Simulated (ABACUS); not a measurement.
A run of ABACUS 3.10.1:

INPUT

```
INPUT_PARAMETERS
suffix              MgSe
calculation         scf
basis_type          pw
pseudo_dir          ./
symmetry            1
dft_functional      pbesol
ecutwfc             105
pseudo_rcut         7
nspin               1
nbands              27
ks_solver           dav
smearing_method     fd
smearing_sigma      0.00367493
scf_thr             1e-08
scf_nmax            100
mixing_type         broyden
mixing_beta         0.7
cal_force           1
cal_stress          1
out_chg             1
out_pot             2
out_elf             1
```

The input STRU:

```
ATOMIC_SPECIES
Se 78.9710 Se.upf
Mg 24.3050 Mg.upf

LATTICE_CONSTANT
1.8897261246

LATTICE_VECTORS
0.0000000000 2.7255000000 2.7255000000
2.7255000000 0.0000000000 2.7255000000
2.7255000000 2.7255000000 0.0000000000

ATOMIC_POSITIONS
Direct

Se
0.0
1
0.5000000000 0.5000000000 0.5000000000 1 1 1

Mg
0.0
1
0.0000000000 0.0000000000 0.0000000000 1 1 1
```

Contents of KPT:

```
K_POINTS
0
Gamma
6 6 6 0 0 0
```

Potentials or basis: PseudoDojo NC SR 0.5 PBE stringent, plane waves.

Launch:

```console
$ OMP_NUM_THREADS=1 mpirun -np 4 abacus > log
```

Hardware: 4 MPI ranks on Intel(R) Xeon(R) Platinum 8375C CPU @ 2.90GHz (Ice Lake), with other jobs on the host.

**Question.** Estimate the wall time of this run.

**Answer.** Run time: 10 s on 4 MPI ranks on Intel(R) Xeon(R) Platinum 8375C CPU @ 2.90GHz (Ice Lake), on a shared host, peak memory 0.28 GiB a rank. Counts: scf iterations 6, k points 16, bands 27, ranks 4.
